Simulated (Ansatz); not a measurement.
**Response of MoS$_{2}$ to small distortions**

```yaml
crystal:
  lattice:
    - [3.16100, 0.00000, 0.00000]
    - [-1.58050, 2.73751, 0.00000]
    - [0.00000, 0.00000, 12.29500]
  atoms:
    - { symbol: Mo, position: [0.33333, 0.66667, 0.25000] }
    - { symbol: Mo, position: [0.66667, 0.33333, 0.75000] }
    - { symbol: S, position: [0.33333, 0.66667, 0.62750] }
    - { symbol: S, position: [0.66667, 0.33333, 0.12750] }
    - { symbol: S, position: [0.33333, 0.66667, 0.87250] }
    - { symbol: S, position: [0.66667, 0.33333, 0.37250] }
```

Atom numbers follow the list: Mo1, Mo2, S3, S4, S5, S6.

The conventional cell has a = 3.161 Å, b = 3.161 Å, c = 12.295 Å, α = 90.00°, β = 90.00°, γ = 120.00°. Mo (atom 1) is surrounded by 6 S at 2.37 Å. S (atom 3) is surrounded by 3 Mo at 2.37 Å.

The geometry is COD entry 9007660, unchecked; take it as a test cell.

Computed with DFT, PBE, all-electron PAW with datasets made for the crystal, scalar-relativistic in Ansatz 0.2.0.

Settings: a Γ-centred 10×10×3 k mesh, Fermi–Dirac smearing of 0.03 eV, cutoff 300 eV (chosen by the program for this cell), no spin polarisation.

The unchanged cell is at 8.90 GPa.

Semilocal functionals give too small gaps.

x, y and z are the Cartesian axes of the cell as listed; fractional coordinates follow a strain, and an engineering shear is twice the off-diagonal strain component.

(1) With this change (equal xy, yz and zx engineering shear strains of -3 %), what becomes of the energy and stress and forces and gap?

(2) With this change (equal xy, yz and zx engineering shear strains of -1 %), what becomes of the energy and stress and forces and gap?

(3) With this change (equal xy, yz and zx engineering shear strains of +2 %), what becomes of the energy and stress and forces and gap?

With equal xy, yz and zx engineering shear strains of -2 %: energy change +9 meV/atom; stress change (xx, yy, zz, yz, xz, xy) 0.22, 0.25, 0.20, 3.14, 3.14, 1.84 GPa, compression positive; change of the force on S4 (-0.447, -0.340, -0.043) eV/Å; gap on the k mesh 0.87 → 0.83 eV.

(4) With this change (equal xy, yz and zx engineering shear strains of +1 %), what becomes of the energy and stress and forces and gap?

(5) With this change (equal xy, yz and zx engineering shear strains of +3 %), what becomes of the energy and stress and forces and gap?

Answers

(1) Energy change +21 meV/atom; stress change (xx, yy, zz, yz, xz, xy) 0.50, 0.56, 0.45, 4.75, 4.75, 2.80 GPa, compression positive; change of the force on S4 (-0.692, -0.520, -0.098) eV/Å; gap on the k mesh 0.87 → 0.81 eV.

(2) Energy change +2 meV/atom; stress change (xx, yy, zz, yz, xz, xy) 0.05, 0.06, 0.05, 1.56, 1.56, 0.91 GPa, compression positive; change of the force on S4 (-0.217, -0.167, -0.011) eV/Å; gap on the k mesh 0.87 → 0.85 eV.

(3) Energy change +9 meV/atom; stress change (xx, yy, zz, yz, xz, xy) 0.21, 0.25, 0.20, -3.03, -3.03, -1.75 GPa, compression positive; change of the force on S4 (0.397, 0.318, -0.041) eV/Å; gap on the k mesh 0.87 → 0.83 eV.

(4) Energy change +2 meV/atom; stress change (xx, yy, zz, yz, xz, xy) 0.05, 0.06, 0.05, -1.53, -1.53, -0.89 GPa, compression positive; change of the force on S4 (0.204, 0.161, -0.010) eV/Å; gap on the k mesh 0.87 → 0.85 eV.

(5) Energy change +20 meV/atom; stress change (xx, yy, zz, yz, xz, xy) 0.47, 0.55, 0.44, -4.51, -4.51, -2.59 GPa, compression positive; change of the force on S4 (0.579, 0.470, -0.091) eV/Å; gap on the k mesh 0.87 → 0.82 eV.
